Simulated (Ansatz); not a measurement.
TiSe:

```xyz
4
Lattice="3.5590 0.0000 0.0000 -1.7795 3.0822 0.0000 0.0000 0.0000 6.2200" Properties=species:S:1:pos:R:3 pbc="T T T"
Se    1.7795    1.0274    4.6650
Se    0.0000    2.0548    1.5550
Ti    0.0000    0.0000    3.1100
Ti    0.0000    0.0000    0.0000
```

Base run:

* Program: Ansatz 0.2.0
* Functional: LDA
* Potentials or basis: Ansatz PAW
* Cutoff: 420 eV (not typed: the program's choice for these potentials)
* k mesh: 9 × 9 × 5
* Occupations: fermi-dirac, width 0.05 eV
* Spin: no spin polarisation

Its results: band gap on the k mesh none (metal or under the smearing width); pressure -4.0 GPa.

Problem. The run is repeated on the same cell with these changes: functional from LDA to r2SCAN; cutoff from 420 eV (not typed: the program's choice for these potentials) to 500 eV (not typed: the program's choice for these potentials). What comes out?

Solution. Band gap on the k mesh none (metal or under the smearing width); pressure 3.8 GPa.

Caveats: the PAW data sets come from PBE, with cores solved anew for the run's functional, which leaves a small shift of forces and pressure.
